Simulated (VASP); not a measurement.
Runs of VASP 6.6.1 on Cu. The typed cell holds 1 atom: a = 2.565 Å, b = 2.598 Å, c = 2.506 Å, α = 59.95°, β = 60.31°, γ = 59.68°. 

```csv
task,level,potentials or basis,cell,cutoff (eV),smearing,gap on the mesh (eV),pressure (GPa)
relaxation of the atoms,LDA,"VASP PAW LDA potentials, release 64 (Cu)","atoms relaxed from: cell sheared at random, sigma 0.01, atoms nudged by 0.01 Å",520,methfessel-paxton 0.2 eV,none,-11.6
relaxation of cell and atoms,PBE,"VASP PAW PBE potentials, release 64 (Cu)","relaxed from: cell sheared at random, sigma 0.01, atoms nudged by 0.01 Å",600,methfessel-paxton 0.2 eV,none,-0.1
electric field gradients,PBE+D3,"VASP PAW PBE potentials, release 64 (Cu_pv)","cell sheared at random, sigma 0.01, atoms nudged by 0.01 Å",520,gaussian 0.05 eV,none,-8.3
single point,PBE,"VASP PAW PBE potentials, release 64 (Cu)","cell sheared at random, sigma 0.01, atoms nudged by 0.01 Å",520,fermi-dirac 0.05 eV,none,(a)
```

Alike in all rows: no spin polarisation; k mesh 13 × 12 × 13.

**Question.** Estimate the missing entries.

**Answer.** (a) 2.5.

Caveats: the relaxation stopped at its first step, so nothing moved (some runs); pairwise dispersion overbinds metals, which lowers pressure and volume (some runs).

A gap of «none» marks a metal or a gap under the smearing width.

The runs don't all hold the same shells in valence.
